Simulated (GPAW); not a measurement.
# Gd (Im-3m) in GPAW: equation of state

How stiff is Gd in PBE, and what volume does it want? The cell is scaled to several volumes.

Program: GPAW 26.7.0. These are calculated values, not measurements. Logs are shortened: lines on timing, memory, paths and dates and some standing lists are left out, and cuts for length are marked. The log counts tension as positive stress, the text compression.

## 1. The crystal as given

It takes space group Im-3m (No. 229, cubic). The conventional cell has a = 4.050 Å, b = 4.050 Å, c = 4.050 Å, α = 90.00°, β = 90.00°, γ = 90.00°. Gd (site symmetry m-3m) is surrounded by 8 Gd at 3.51 Å.

This isn't the form of Gd at room conditions, which is hcp.

## 2. Equation of state, PBE, collinear spin, ferromagnetic start

Input file run.py:

```python
from ase.eos import EquationOfState
from ase.io import Trajectory, read
from ase.units import GPa
from gpaw import GPAW, PW

atoms = read('Gd.xyz')
atoms.set_initial_magnetic_moments([7.0])

traj = Trajectory('eos.traj', 'w')
volumes, energies = [], []
for x in [0.94, 0.96, 0.98, 1.0, 1.02, 1.04, 1.06]:
    a = atoms.copy()
    a.set_cell(atoms.cell * x**(1 / 3), scale_atoms=True)
    calc = GPAW(mode=PW(800),
                xc='PBE',
                kpts={'size': (9, 9, 9), 'gamma': True},
                occupations={'name': 'fermi-dirac', 'width': 0.05},
                nbands=21,
                convergence={'density': 1e-05, 'energy': 1e-05},
                maxiter=150,
                txt=f'eos-{x:.2f}.txt')
    a.calc = calc
    energies.append(a.get_potential_energy(force_consistent=True))
    volumes.append(a.get_volume())
    p = -a.get_stress()[:3].mean() / GPa
    calc.write(f'eos-{x:.2f}.gpw')
    traj.write(a)
    print(f'{x:.2f} {volumes[-1]:10.4f} A^3 {energies[-1]:14.6f} eV {p:9.3f} GPa', flush=True)

v0, e0, B = EquationOfState(volumes, energies, eos='birchmurnaghan').fit()
print(f'V0 = {v0:.4f} A^3, E0 = {e0:.6f} eV, B0 = {B / GPa:.2f} GPa')
```

Input file Gd.xyz:

```xyz
1
Lattice="-2.0250000000 2.0250000000 2.0250000000 2.0250000000 -2.0250000000 2.0250000000 2.0250000000 2.0250000000 -2.0250000000" Properties=species:S:1:pos:R:3 pbc="T T T"
Gd     0.0000000000      0.0000000000      0.0000000000
```

Potentials or basis: GPAW PAW data sets (gpaw-data 1.2.1), pw.

Run with:

```sh
> OMP_NUM_THREADS=1 python run.py
```

The log of the run:

```text
__  _  _
 | _ |_)|_||  |
 |__||  | ||/\| - 26.7.0

Input parameters:
  mode=PW(ecut=800.0),
  convergence={'density': 1e-05, 'energy': 1e-05},
  kpts=MonkhorstPack(size=(9, 9, 9), gamma=True),
  maxiter=150,
  nbands=21,
  occupations=Occupations(name='fermi-dirac', width=0.05),
  xc=XC(name='PBE')

Diagonalizing LCAO Hamiltonian
Converting LCAO to pw mode

       Gd

Atoms  # Å, Bohr magnetons
|   | symbol |        x |        y |        z |    initial magnetic moments |
|---|--------|----------|----------|----------|-----------------------------|
| 0 |     Gd | 0.000000 | 0.000000 | 0.000000 | ( 0.0000,  0.0000,  7.0000) |

Unit cell  # Å
| periodic |         x |         y |         z |  lengths |     angles |
|----------|-----------|-----------|-----------|----------|------------|
|      yes | -1.983662 |  1.983662 |  1.983662 | 3.435803 | 109.471221 |
|      yes |  1.983662 | -1.983662 |  1.983662 | 3.435803 | 109.471221 |
|      yes |  1.983662 |  1.983662 | -1.983662 | 3.435803 | 109.471221 |

Number of symmetries: 48
Symmetry operations  # r_c * U_cc + t_c -> r_c
|    | kind |            matrix            |
|----|------|------------------------------|
|  0 |  σ   |  1, 1, 1,  0, 0,-1,  0,-1, 0 |
|  1 |  C4  |  1, 1, 1,  0, 0,-1, -1, 0, 0 |
|  2 |  C2  |  1, 1, 1,  0,-1, 0,  0, 0,-1 |
|  3 |  S6  |  1, 1, 1,  0,-1, 0, -1, 0, 0 |
|  4 |  S6  |  1, 1, 1, -1, 0, 0,  0, 0,-1 |
|  5 |  C4  |  1, 1, 1, -1, 0, 0,  0,-1, 0 |
|  6 |  E   |  1, 0, 0,  0, 1, 0,  0, 0, 1 |
|  7 |  σ   |  1, 0, 0,  0, 1, 0, -1,-1,-1 |
|  8 |  σ   |  1, 0, 0,  0, 0, 1,  0, 1, 0 |
|  9 |  C3  |  1, 0, 0,  0, 0, 1, -1,-1,-1 |
| 10 |  C3  |  1, 0, 0, -1,-1,-1,  0, 1, 0 |
| 11 |  σ   |  1, 0, 0, -1,-1,-1,  0, 0, 1 |
| 12 |  σ   |  0, 1, 0,  1, 0, 0,  0, 0, 1 |
| 13 |  C2  |  0, 1, 0,  1, 0, 0, -1,-1,-1 |
| 14 |  C3  |  0, 1, 0,  0, 0, 1,  1, 0, 0 |
| 15 |  S4  |  0, 1, 0,  0, 0, 1, -1,-1,-1 |
| 16 |  S4  |  0, 1, 0, -1,-1,-1,  1, 0, 0 |
| 17 |  C3  |  0, 1, 0, -1,-1,-1,  0, 0, 1 |
| 18 |  C3  |  0, 0, 1,  1, 0, 0,  0, 1, 0 |
| 19 |  S4  |  0, 0, 1,  1, 0, 0, -1,-1,-1 |
| 20 |  σ   |  0, 0, 1,  0, 1, 0,  1, 0, 0 |
| 21 |  C3  |  0, 0, 1,  0, 1, 0, -1,-1,-1 |
| 22 |  C2  |  0, 0, 1, -1,-1,-1,  1, 0, 0 |
| 23 |  S4  |  0, 0, 1, -1,-1,-1,  0, 1, 0 |
| 24 |  C4  |  0, 0,-1,  1, 1, 1,  0,-1, 0 |
| 25 |  σ   |  0, 0,-1,  1, 1, 1, -1, 0, 0 |
| 26 |  S6  |  0, 0,-1,  0,-1, 0,  1, 1, 1 |
| 27 |  C2  |  0, 0,-1,  0,-1, 0, -1, 0, 0 |
| 28 |  C4  |  0, 0,-1, -1, 0, 0,  1, 1, 1 |
| 29 |  S6  |  0, 0,-1, -1, 0, 0,  0,-1, 0 |
| 30 |  S6  |  0,-1, 0,  1, 1, 1,  0, 0,-1 |
| 31 |  C4  |  0,-1, 0,  1, 1, 1, -1, 0, 0 |
| 32 |  C4  |  0,-1, 0,  0, 0,-1,  1, 1, 1 |
| 33 |  S6  |  0,-1, 0,  0, 0,-1, -1, 0, 0 |
| 34 |  σ   |  0,-1, 0, -1, 0, 0,  1, 1, 1 |
| 35 |  C2  |  0,-1, 0, -1, 0, 0,  0, 0,-1 |
| 36 |  C2  | -1, 0, 0,  1, 1, 1,  0, 0,-1 |
| 37 |  S6  | -1, 0, 0,  1, 1, 1,  0,-1, 0 |
| 38 |  S6  | -1, 0, 0,  0, 0,-1,  1, 1, 1 |
| 39 |  C2  | -1, 0, 0,  0, 0,-1,  0,-1, 0 |
| 40 |  C2  | -1, 0, 0,  0,-1, 0,  1, 1, 1 |
| 41 |  i   | -1, 0, 0,  0,-1, 0,  0, 0,-1 |
| 42 |  S4  | -1,-1,-1,  1, 0, 0,  0, 1, 0 |
[... 70 lines left out ...]
    |    d |        |      24.679 |    1.164 |
    |    f |        |      18.522 |    1.164 |

    Using partial waves for Gd as LCAO basis

Reference energy: -306701.573925  # eV

eigensolver:
  PPCG
  Converge bands: occupied
  niter=2

density mixing:
  MSR1-Mixer
  Pratt-step length: 0.05
  Maximum mixing coefficient: 0.75
  Old densities: 10
  SVD Regularization: 0.005
  Good broyden scale: 1.0
  Trust region scale: 1.0
  Backstep threshold: 4.0
  History deletion threshold: 6.0
  Fourier metric: weight=20.0, sigma=0.015

occupation numbers:
  Fermi-Dirac:
    width: 0.0500  # eV

poisson solver:
  ecut: 6400.0  # eV

xc functional:
  name: PBE with 2 nearest neighbor stencil

convergence criteria:
- Maximum integral of absolute [dens]ity change: 1e-05 electrons / valence electron
- Maximum [total energy] change in last 3 cyles: 1e-05 eV / valence electron
- Maximum integral of absolute [eigenst]ate change: 4e-08 eV^2 / valence electron
maximum number of iterations: 150

SCF iterations
|iter     | |      energy | eigst |  dens |  magmom |
|---------|-|-------------|-------|-------|---------|
|iter:   1| |  -24.900468 | +0.32 |       |  +7.0022|
|iter:   2| |  -15.280084 | -0.66 | -0.23 |  +6.8542|
|iter:   3| |  -14.522191 | -1.62 | -0.88 |  +6.9059|
|iter:   4| |  -13.557407 | -0.87 | -0.99 |  +7.1231|
|iter:   5| |  -14.917718 | -1.25 | -1.42 |  +7.2888|
|iter:   6| |  -13.568607 | -1.25 | -0.62 |  +7.1262|
|iter:   7| |  -13.660461 | -1.98 | -1.40 |  +7.2606|
|iter:   8| |  -13.573588 | -2.20 | -1.25 |  +7.1796|
|iter:   9| |  -13.590990 | -3.01 | -1.54 |  +7.2989|
|iter:  10| |  -13.596213 | -4.13 | -1.80 |  +7.3148|
|iter:  11| |  -13.603451 | -4.17 | -1.77 |  +7.3424|
|iter:  12| |  -13.602663 | -3.04 | -1.73 |  +7.4448|
|iter:  13| |  -13.605293 | -4.16 | -2.12 |  +7.5190|
|iter:  14| |  -13.605048 | -4.58 | -2.23 |  +7.5686|
|iter:  15| |  -13.604846 | -5.08 | -2.62 |  +7.5868|
|iter:  16| |  -13.604800 | -5.92 | -3.11 |  +7.5923|
|iter:  17| |  -13.604780c| -6.58 | -3.54 |  +7.5949|
|iter:  18| |  -13.604776c| -7.77c| -4.22 |  +7.5956|
|iter:  19| |  -13.604776c| -8.57c| -5.04c|  +7.5958|

Converged in 19 steps
Energy contributions relative to reference atoms: (reference = -306701.573925)

Energy contributions:
  Kinetic:          33.061397
  Coulomb:         -28.098810
  Zero:             -0.474065
  External:          0.000000
  Xc:              -18.086956
  Entropy:          -0.012684
  Spinorbit:         0.000000
  ----------------------------
  Free energy:     -13.611117
  Extrapolated:    -13.604776

dipole moment: (-11.094466, -11.094466, -11.094466)  # |e|*Ang

Total magnetic moment: (0.000000, 0.000000, 7.595773)

Local magnetic moments
|        x |        y |        z |
|----------|----------|----------|
| 0.000000 | 0.000000 | 7.020839 |  # Gd   0

Fermi level: 9.340
Eigenvalues  # (at kpt = [0.000, 0.000, 0.000])
| band index |      eig [eV] | occ [0-1] |      eig [eV] | occ [0-1] |
|------------|---------------|-----------|---------------|-----------|
|          0 |       -35.930 |     1.000 |       -32.717 |     1.000 |
|          1 |       -12.898 |     1.000 |       -10.420 |     1.000 |
|          2 |       -12.898 |     1.000 |       -10.420 |     1.000 |
|          3 |       -12.898 |     1.000 |       -10.420 |     1.000 |
|          4 |         4.176 |     1.000 |         5.061 |     1.000 |
|          5 |         4.667 |     1.000 |         9.783 |     0.000 |
[... 8 lines left out ...]
|         14 |        10.652 |     0.000 |        11.911 |     0.000 |
|         15 |        13.029 |     0.000 |        14.099 |     0.000 |
|        ... |               |           |               |           |
|         20 |        27.727 |     0.000 |        28.626 |     0.000 |

No gap
No difference between direct/indirect transitions

Stress tensor  # eV/Ang^3
|         x |         y |         z |
|-----------|-----------|-----------|
| -0.013527 | -0.000000 | -0.000000 |
| -0.000000 | -0.013527 | -0.000000 |
| -0.000000 | -0.000000 | -0.013527 |

# Writing to eos-0.94.gpw (mode='')
```

stdout:

```text
0.94    31.2222 A^3     -13.611117 eV     2.167 GPa
0.96    31.8865 A^3     -13.618665 eV     1.323 GPa
0.98    32.5508 A^3     -13.622879 eV     0.560 GPa
1.00    33.2151 A^3     -13.624078 eV    -0.131 GPa
1.02    33.8794 A^3     -13.622544 eV    -0.757 GPa
1.04    34.5437 A^3     -13.618502 eV    -1.332 GPa
1.06    35.2080 A^3     -13.612185 eV    -1.860 GPa
V0 = 33.1636 A^3, E0 = -13.624091 eV, B0 = 33.27 GPa
```

eos-0.96.txt:

```text
SCF iterations
|iter     | |      energy | eigst |  dens |  magmom |
|---------|-|-------------|-------|-------|---------|
|iter:   1| |  -24.800960 | +0.30 |       |  +7.0022|
|iter:   2| |  -15.255106 | -0.65 | -0.23 |  +6.8543|
|iter:   3| |  -14.529919 | -1.63 | -0.88 |  +6.9062|
[... 61 lines left out ...]
|        ... |               |           |               |           |
|         20 |        27.229 |     0.000 |        28.126 |     0.000 |

No gap
No difference between direct/indirect transitions

Stress tensor  # eV/Ang^3
|         x |         y |         z |
|-----------|-----------|-----------|
| -0.008258 | -0.000000 | -0.000000 |
| -0.000000 | -0.008258 | -0.000000 |
| -0.000000 | -0.000000 | -0.008258 |

# Writing to eos-0.96.gpw (mode='')
```

It took 4 min on 1 thread of AMD EPYC 9R45 (Zen 5), shared host; peak memory 0.5 GiB.

Results:

```yaml
Equilibrium_volume: 33.16 Å³/atom
Bulk_modulus: 33 GPa
Pressure_derivative_of_the_bulk_modulus: 3.7
```

Energy against volume, from the lowest point:
| volume (Å³/atom) | energy (meV/atom) |
| --- | --- |
| 31.222 | 12.96 |
| 31.886 | 5.41 |
| 32.551 | 1.20 |
| 33.215 | 0.00 |
| 33.879 | 1.53 |
| 34.544 | 5.58 |
| 35.208 | 11.89 |

Caveat: one-centre terms of the f shell are cut off; spin-orbit coupling is left out, which moves the levels of the heavy elements.
